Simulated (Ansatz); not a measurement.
## CuCl2 in Ansatz: the effect of functional

The system is CuCl2.

```
Cu Cl
1.0
    -2.22438    2.22438    6.76719
     2.22438   -2.22438    6.76719
     2.22438    2.22438   -6.76719
Cu Cl
1 2
Direct
  0.00000 0.00000 0.00000
  0.00000 0.50000 0.50000
  0.50000 0.00000 0.50000
```

Measurements of this composition are mostly on another form, of space group No. 12.

The cell isn't the ideal one: volume scaled by 0.96.

Alike in all runs:

```yaml
Program: Ansatz 0.2.0
Task: single point
Potentials_or_basis: Ansatz PAW
k_mesh: 8 × 8 × 8
Occupations: fermi-dirac, width 0.05 eV
Spin: no spin polarisation
```

```tsv
functional	cutoff	pressure (GPa)
LDA	420 eV (not typed: the program's choice for these potentials)	?
PBEsol	420 eV (not typed: the program's choice for these potentials)	0.0
r2SCAN	500 eV (not typed: the program's choice for these potentials)	0.8
```

**Question.** What does the run with functional LDA give?

**Answer.** Pressure -1.0 GPa.

Caveats: an odd number of electrons without spin polarisation forces a metal; a magnetic or distorted state may lie lower; the run has no spin polarisation, though such a crystal can be magnetic; the PAW data sets come from PBE, with cores solved anew for the run's functional, which leaves a small shift of forces and pressure.
